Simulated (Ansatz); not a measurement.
Runs of Ansatz 0.2.0 on Zn. The structure is monoclinic, space group C2/m (No. 12). Conventional cell: a = 4.536 Å, b = 2.617 Å, c = 7.472 Å, α = 90.00°, β = 102.30°, γ = 90.00°. Zn (site symmetry m) is surrounded by 12 Zn at 2.62 to 2.89 Å. Zn (site symmetry 2/m) has 12 Zn at 2.62 to 2.89 Å as nearest neighbours. This isn't the form of Zn at room conditions, which is hcp.

| task | level | cell | k mesh | cutoff (eV) | atoms under strain | gap on the mesh (eV) | pressure (GPa) | V0 of scaled cells (Å³/atom) | B0 (GPa) | largest force (eV/Å) |
| --- | --- | --- | --- | --- | --- | --- | --- | --- | --- | --- |
| equation of state | PBEsol | as given | 12 × 12 × 4 | 420 | - | - | - | 14.23 | 90 | - |
| equation of state | r2SCAN | as given | 12 × 12 × 4 | 500 | - | - | - | 14.42 | 90 | - |
| phonons | PBEsol | as given | 10 × 10 × 4 | 420 | - | none | - | - | - | - |
| single point | PBEsol | atoms moved at random, drawn with an rms of 0.05 Å | 12 × 12 × 4 | 420 | - | none | -1.2 | - | - | 0.10 |
| single point | PBEsol | as given | 12 × 12 × 4 | 420 | - | none | (a) | - | - | 0.01 |
| elastic constants | PBEsol | as given | 10 × 10 × 4 | 420 | relaxed | none | (b) | - | - | - |

Alike in all rows: potentials or basis Ansatz PAW; no spin polarisation; smearing fermi-dirac 0.05 eV.

Task: Fill in the values left out.

Result: (a) -1.3; (b) -1.4.

Caveats: the PAW data sets come from PBE, with cores solved anew for the run's functional, which leaves a small shift of forces and pressure (some runs); the cell was scaled at fixed shape and fractional positions, which overstates the stiffness of a crystal with free parameters, most of all of layers and chains (some runs); the PAW data sets were made with another functional, which shifts forces and pressure a little (some runs); elastic constants of metals need much finer meshes, so these are rough (some runs).

A gap of «none» marks a metal or a gap under the smearing width.
